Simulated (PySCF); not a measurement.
Work out the structure from these simulated measurements.

Elements present: C, H and O. Monoisotopic mass: 94.0419 u.

* Rotational structure: rotational constants A, B, C: 5.663, 2.629, 1.796 GHz [PBE0-D3(BJ)/def2-SVP]
* Dipole: 1.31 D [wB97X-D/def2-SVPD]
* NMR, other nuclei: isotropic shieldings of nuclei other than C and H, by class: 205 (1 O) ppm [GIAO B3LYP/pcSseg-2]
* Triplet: lowest triplet excitation (Tamm–Dancoff): 4.14 eV [TDA wB97X-D/def2-SVPD]
* UV, first state: lowest singlet excitation: 5.20 eV (239 nm, f = 0.033) [TDDFT wB97X-D/def2-SVPD]
* 13C NMR: chemical shifts (computed TMS as zero) by class: 169.1 (1 C), 139.7 (2 C), 128.3 (1 C), 121.9 (2 C) ppm [GIAO B3LYP/pcSseg-2]
* 1H NMR: chemical shifts (computed TMS as zero) by class: 7.35 (2 H), 6.95 (1 H), 6.79 (2 H), 3.95 (1 H) ppm [GIAO B3LYP/pcSseg-2]
* Valence photoelectron: vertical ionisation energy: 8.54 eV [ΔSCF wB97X-D/def2-SVPD]
* UV, strongest line: among the 10 lowest singlet transitions: S4 at 7.01 eV (177 nm, f = 0.635) [TDDFT wB97X-D/def2-SVPD]
* Polarisability: 72.7 au [wB97X-D/def2-SVPD]

Electronic properties: PySCF, gas phase, density fitting. Levels stand in brackets. Isolated species at its PBE0-D3(BJ)/def2-SVP geometry (one conformer only). NMR classes are plain means over equivalent atoms (diastereotopic ones count apart unless rotation or inversion swaps them), as if these changed places fast.

Question: Which formula fits the mass and the elements?

Answer: C6H6O (calculated 94.0419). No other formula that holds each of these elements comes within 0.0003 u with a fitting electron parity and a possible valence count.

Question: Give a SMILES that accounts for the data.

Answer: Numbering: `[OH:1][c:2]1[cH:3][cH:4][cH:5][cH:6][cH:7]1`. Its formula, C6H6O, gives 4 degrees of unsaturation: 1 ring and 3 π bonds in the structure found (Kekulé form). 6 carbons fall into 4 classes; from least to most shielded: aromatic carbon bearing oxygen [C2] (169.1 ppm), aromatic CH carbon [C4/C6] (139.7 ppm, 2 C), aromatic CH carbon [C5] (128.3 ppm), aromatic CH carbon [C3/C7] (121.9 ppm, 2 C, up to 2.7 ppm apart in this geometry). Hydrogen classes from least to most shielded: 2 H on the meta carbons, C4/C6 (7.35 ppm), 1 H on the para carbon, C5 (6.95 ppm), 2 H on the ortho carbons, C3/C7 (6.79 ppm), 1 H on a phenol-type oxygen, O1 (3.95 ppm). The other shieldings belong to: 205 ppm, phenol-type oxygen [O1]. The first electron is taken from the HOMO, whose largest Löwdin shares are 0.21 on an aromatic CH carbon, 0.18 on the phenol-type oxygen, 0.17 on the aromatic carbon bearing oxygen and 0.12 on an aromatic CH carbon. The optimised geometry has point group Cs and is an asymmetric top. Structure: `Oc1ccccc1`. Computed isomers that give other values at the same levels: `C=Cc1ccco1` (rotational constant A: 7.893 GHz; this holds for the one conformer computed); `C1=C[C@H]2C=C[C@@H]1O2` (rotational constant A: 4.584 GHz; this holds for the one conformer computed). The assignments are read from this structure; whether some other isomer fits the data as well wasn't checked.

Shape of the structure used: `[OH:1][c:2]1[cH:3][cH:4][cH:5][cH:6][cH:7]1`: H–O1–C2–C3 180°.
